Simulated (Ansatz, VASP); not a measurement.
**LiF: VASP beside Ansatz**

```
Li F
1.0
     0.00000    2.05350    2.05350
     2.05350    0.00000    2.05350
     2.05350    2.05350    0.00000
Li F
1 1
Direct
  0.00000 0.00000 0.00000
  0.50000 0.50000 0.50000
```

Change from the starting cell: volume scaled by 1.06.

Alike in both runs: task single point; functional PBE; k mesh 10 × 10 × 10; occupations fermi-dirac, width 0.03 eV; no spin polarisation.

|  | VASP | Ansatz |
| --- | --- | --- |
| version | VASP 6.6.1 | Ansatz 0.2.0 |
| potentials or method | VASP PAW PBE potentials, release 64 (Li_sv, F), cutoff 520 eV | all-electron LAPW, scalar-relativistic |

```csv
,VASP,Ansatz,Ansatz less VASP
gap on the k mesh at the Fermi level (eV),8.59,8.57,-0.019
```

Ansatz ran all-electron here, so the differences hold the error of VASP's frozen core and of both bases.

 A k mesh can miss the band edges.
